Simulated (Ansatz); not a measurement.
# Ni/BN/Cu: predicting the conductance of a thicker barrier

How it was computed: Ansatz 0.2.0, plane waves with PAW datasets, PBE. Interfaces are relaxed in a short slab (with D3(BJ) where the barrier is layered), set between ideal electrode layers that go on as semi-infinite leads, and the zero-bias conductance G at 300 K comes from T(E) on a typed mesh. The error is the largest of the program's estimates from energy step, mesh, the leads' potential steps and neutrality; its separate bound for narrow resonances between the energies solved isn't counted and can be far larger. The lower electrode is Ni (fcc 001), the upper Cu (fcc 001) and the barrier BN (zinc blende 001), on a net of side 2.567 Å; d is the distance between the electrodes' last planes. The runs are spin-polarised, with magnetic electrodes parallel.

The runs shown:

| planes in the barrier | d (Å) | G (S/m²) | error (%) | lead step (meV) |
| --- | --- | --- | --- | --- |
| 6 | 7.34 | 5.99e13 | 29 | 9 |
| 10 | 10.96 | 1.64e12 | 21 | 9 |

**Question.** A further run has 12 planes, d = 12.78 Å. Fit G ∝ exp(−βd) to the rows shown and predict its conductance.

Working: Through two points, β = ln(5.99e13 / 1.64e12) / (10.96 − 7.34) = 3.60 / 3.62 = 0.995 Å⁻¹. From the last point shown, G = 1.64e12 × exp(−0.995 × 1.82) = 2.68e11 S/m².

**The withheld run.** The run gave 3.74e11 S/m², with an error estimate of 19 % and a lead step of 9 meV. The prediction is 0.716 times that, too low by 28 %. That lies within the runs' own error estimates, carried through the fit.

**Limits.** The interfaces are ideal, one cell wide, strained to a common net and relaxed from one registry with their symmetry kept. PBE's gaps are too small, so true decay constants are likely larger where the Fermi level lies deep in a gap. No spin-orbit coupling, phonons, disorder or image charges enter. The rows shown are chosen by tests on error estimates (under 100 to 120 %), lead steps (under 150 meV, though the program warns over 25), intact interfaces and, for fits, a steady trend in the rows shown; the data set holds 414 series of this kind, and not all pass.
